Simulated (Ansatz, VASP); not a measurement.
NaF: VASP beside Ansatz

File INCAR:

```
SYSTEM = NaF
PREC = Accurate ; ENCUT = 520
EDIFF = 1E-6 ; ISMEAR = 0
SIGMA = 0.05 ; LREAL = .False.
LASPH = .True. ; NELM = 100
ALGO = Normal ; ISIF = 2
LWAVE = .False. ; LCHARG = .False.
NBANDS = 14
```

Contents of KPOINTS:

```
Automatic mesh
0
Gamma
  4 4 4
  0 0 0
```

File POSCAR:

```
NaF
1.0
   -0.7345537968      2.0200229413      2.0200229413
    2.0200229413     -0.7345537968      2.0200229413
    2.0200229413      2.0200229413     -0.7345537968
Na F
1 1
Direct
    0.0000000000      0.0000000000      0.0000000000
    0.5000000000      0.5000000000      0.5000000000
```

Input for Ansatz:

```yaml
crystal:
  lattice:
    - [-0.7345537968, 2.0200229413, 2.0200229413]
    - [2.0200229413, -0.7345537968, 2.0200229413]
    - [2.0200229413, 2.0200229413, -0.7345537968]
  atoms:
    - { symbol: Na, position: [0.0, 0.0, 0.0] }
    - { symbol: F, position: [0.5, 0.5, 0.5] }
basis:
  ecutwfc: 420
kpoints:
  mp_grid: { grid: [4, 4, 4] }
hamiltonian:
  xc: lda
scf:
  occupations: { method: gaussian, width: 0.05 }
output:
  forces: true
  stress: true
  eigenvalues: true
```

Alike in both runs: task single point; functional LDA; k mesh 4 × 4 × 4; occupations gaussian, width 0.05 eV; no spin polarisation.

|  | VASP | Ansatz |
| --- | --- | --- |
| version | VASP 6.6.1 | Ansatz 0.2.0 |
| potentials or method | VASP PAW LDA potentials, release 64 (Na_pv, F) | scalar-relativistic, plane waves, PAW |
| plane-wave cutoff (eV) | 520 | 420 |
| valence electrons in the cell | 14 | 16 |

VASP gave:

| Item | Value |
| --- | --- |
| gap on the k mesh at the Fermi level (eV) | 5.11 |
| least direct gap on the mesh (eV) | 5.13 |
| pressure (GPa) | -7.7 |
| largest component of the traceless stress (GPa) | 1.63 |

**Question.** Estimate Ansatz's values.

**Answer.** gap on the k mesh at the Fermi level (eV): 5.13; least direct gap on the mesh (eV): 5.15; pressure (GPa): -7.6; largest component of the traceless stress (GPa): 1.65.

The two sets of potentials don't hold the same shells in valence.

Caveats: the k mesh is coarse (spacing up to 0.54 Å⁻¹), so the values aren't converged. As with any semilocal functional, this LDA gap is likely too small. A k mesh can miss the band edges.
